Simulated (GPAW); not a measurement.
Pd:

```xyz
2
Lattice="2.7837 0.0000 0.0000 -1.3918 2.4107 0.0000 0.0000 0.0000 4.6289" Properties=species:S:1:pos:R:3 pbc="T T T"
Pd    0.0000    1.6071    1.1572
Pd    1.3918    0.8036    3.4717
```

This isn't the form of Pd at room conditions, which is fcc.

Base run:

```yaml
Program: GPAW 26.7.0
Functional: LDA
Potentials_or_basis: the program's PAW data sets (release 1.2.1) made for this functional
Cutoff: 600 eV
Basis: pw
k_mesh: 9 × 9 × 5
Occupations: fermi-dirac, width 0.05 eV
Spin: no spin polarisation
```

Its results: pressure -15.5 GPa.

The run is repeated on the same cell with these changes: functional from LDA to PBEsol; potentials or basis from the program's PAW data sets (release 1.2.1) made for this functional to PAW data sets generated in the run's folder for this functional. What comes out?

Pressure -10.0 GPa.
